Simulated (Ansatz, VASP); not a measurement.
# BaTe: VASP beside Ansatz

```
CELL_PARAMETERS angstrom
4.63167 0.00000 0.00000
-2.31584 4.01115 0.00000
0.00000 0.00000 4.32141
ATOMIC_POSITIONS crystal
Ba 0.33333 0.66667 0.50000
Te 0.00000 0.00000 0.00000
```

Alike in both runs: functional PBE; k mesh 9 × 9 × 6; occupations gaussian, width 0.02 eV; no spin polarisation.

Ansatz relaxed the structure, and its values are those at the end. VASP's run is a single point on that final structure, the one shown.

|  | VASP | Ansatz |
| --- | --- | --- |
| version | VASP 6.6.1 | Ansatz 0.2.0 |
| potentials or method | VASP PAW PBE potentials, release 64 (Ba_sv, Te) | scalar-relativistic, plane waves, PAW |
| plane-wave cutoff (eV) | 520 | 420 |
| valence electrons in the cell | 16 | 26 |

|  | VASP | Ansatz | Ansatz less VASP |
| --- | --- | --- | --- |
| gap on the k mesh at the Fermi level (eV) | 1.29 | 1.36 | +0.067 |
| least direct gap on the mesh (eV) | 1.29 | 1.36 | +0.067 |
| pressure (GPa) | 3.6 | 3.1 | -0.46 |

The two sets of potentials don't hold the same shells in valence.

Caveats: spin-orbit coupling is left out, which moves the levels of the heavy elements; an odd mesh through Γ misses points on the zone boundary, where band edges often lie. Expect the measured gap to be larger: semilocal functionals such as PBE lack the derivative discontinuity.
